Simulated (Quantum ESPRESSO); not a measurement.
AlRu: phonons with rev-vdW-DF2

The system is AlRu.

```
Ru Al
1.0
     2.99160    0.00000    0.00000
     0.00000    2.99160    0.00000
     0.00000    0.00000    2.99160
Ru Al
1 1
Cartesian
  1.4958 1.4958 1.4958
  0.0000 0.0000 0.0000
```

```json
{"Program": "Quantum ESPRESSO 7.5", "Task": "phonons", "Functional": "rev-vdW-DF2", "Potentials or basis": "GBRV 1.5 PBE", "Cutoff": "612 eV", "Density cutoff": "4898 eV", "k mesh": "9 × 9 × 9", "Occupations": "cold, width 0.2 eV", "Spin": "no spin polarisation", "Mixing beta": "0.5", "Most SCF iterations": "120", "SCF threshold": "4e-10 Ry"}
```

The relaxed volume is 13.38 Å³/atom, the relaxed cell is a = 2.991 Å, b = 2.991 Å, c = 2.991 Å, α = 90.00°, β = 90.00°, γ = 90.00° and the space group after relaxing (to 0.05 Å) is Pm-3m (No. 221). The pressure after relaxing is 0.0 GPa, the band gap on the k mesh is none (metal or under the smearing width) and the highest phonon frequency at Γ is 313 cm⁻¹.

Final structure:
```xyz
2
Lattice="2.9908 0.0000 0.0000 0.0000 2.9908 0.0000 0.0000 0.0000 2.9908" Properties=species:S:1:pos:R:3 pbc="T T T"
Ru    1.4954    1.4954    1.4954
Al    0.0000    0.0000    0.0000
```

Levels at points of the mesh, in eV from the Fermi level:
```csv
k point,band 6,band 7,band 8,band 9,band 10,band 11,band 12,band 13,band 14,band 15
"(0.00, 0.00, 0.00)",-3.48,-3.48,0.23,0.23,0.23,6.12,6.12,6.12,11.15,11.15
```

Phonon frequencies in cm⁻¹ (negative: imaginary):
```
              q point        frequencies
(0.000, 0.000, 0.000)  8 8 8 313 313 313
```

Optical modes at Γ, degenerate ones joined:
| cm⁻¹ | components | symmetry | active in |
| --- | --- | --- | --- |
| 313 | 3 | T1u | IR |

Wall time 5.1 min on 1 thread of AMD EPYC 9R45 96-Core Processor (Zen 5) (shared host), peak memory 0.14 GiB.

Caveat: the mesh is thin for the phonons of a metal; the potentials were made for another functional, which shifts forces and pressure.
